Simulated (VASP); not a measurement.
Here is a VASP 6.6.1 calculation.

INCAR

```
SYSTEM = CdF2
  PREC = Accurate
  ENCUT = 520
  EDIFF = 1E-6
  ISMEAR = -1
  SIGMA = 0.02
  LREAL = .False.
  LASPH = .True.
  NELM = 100
  ALGO = Normal
  ISIF = 2
  LWAVE = .False.
  LCHARG = .True.
  GGA = PS
  LELF = .True.
  LVHAR = .True.
  NBANDS = 20
```

KPOINTS

```
regular mesh
0
Gamma
  8 8 8
  0 0 0
```

File POSCAR:

```
CdF2
1.0
    0.0000000000      2.6940000000      2.6940000000
    2.6940000000      0.0000000000      2.6940000000
    2.6940000000      2.6940000000      0.0000000000
Cd F
1 2
Direct
    0.0000000000      0.0000000000      0.0000000000
    0.2500000000      0.2500000000      0.2500000000
    0.7500000000      0.7500000000      0.7500000000
```

Potentials or basis: VASP PAW PBE potentials, release 64 (Cd, F).

Launch:

```bash
$ cat potpaw_PBE.64/Cd/POTCAR potpaw_PBE.64/F/POTCAR > POTCAR
$ mpirun -np 1 vasp_std > vasp.out
```

(1) Predict the pressure.

(2) Estimate the band gap on the k mesh.

Answers

(1) 0.5 GPa.

(2) 2.90 eV, indirect (least direct gap 3.39 eV).

Caveat: the PAW data sets were made with another functional, which shifts forces and pressure a little.
